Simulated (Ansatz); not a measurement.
Sn: what relativity and spin–orbit coupling change

```
CELL_PARAMETERS angstrom
0.00000 3.24560 3.24560
3.24560 0.00000 3.24560
3.24560 3.24560 0.00000
ATOMIC_POSITIONS crystal
Sn 0.50000 0.50000 0.50000
Sn 0.75000 0.75000 0.75000
```

Atoms are numbered in the order listed.

The cell is COD entry 9008568, as deposited and not checked against the literature; nothing was relaxed.

One fixed cell is solved with PBE by all-electron LAPW in Ansatz 0.2.0 under different relativistic treatments. Pressure is positive in compression.

The runs use a Γ-centred 9×9×9 k mesh, Fermi–Dirac smearing of 0.03 eV, basis error target 0.25 meV/atom, no spin polarisation.

```json
{"setting": "scalar-relativistic", "P (GPa)": "3.19", "gap over the k mesh and a high-symmetry path (eV)": "none", "lowest level at Γ above −25 eV, from the valence-band top or, without a gap, the Fermi level (eV)": "-21.67"}
{"setting": "non-relativistic", "P (GPa)": "3.97", "gap over the k mesh and a high-symmetry path (eV)": "0.60", "lowest level at Γ above −25 eV, from the valence-band top or, without a gap, the Fermi level (eV)": "-23.04"}
{"setting": "with spin–orbit coupling", "P (GPa)": "3.21", "gap over the k mesh and a high-symmetry path (eV)": "none", "lowest level at Γ above −25 eV, from the valence-band top or, without a gap, the Fermi level (eV)": "-22.21"}
```
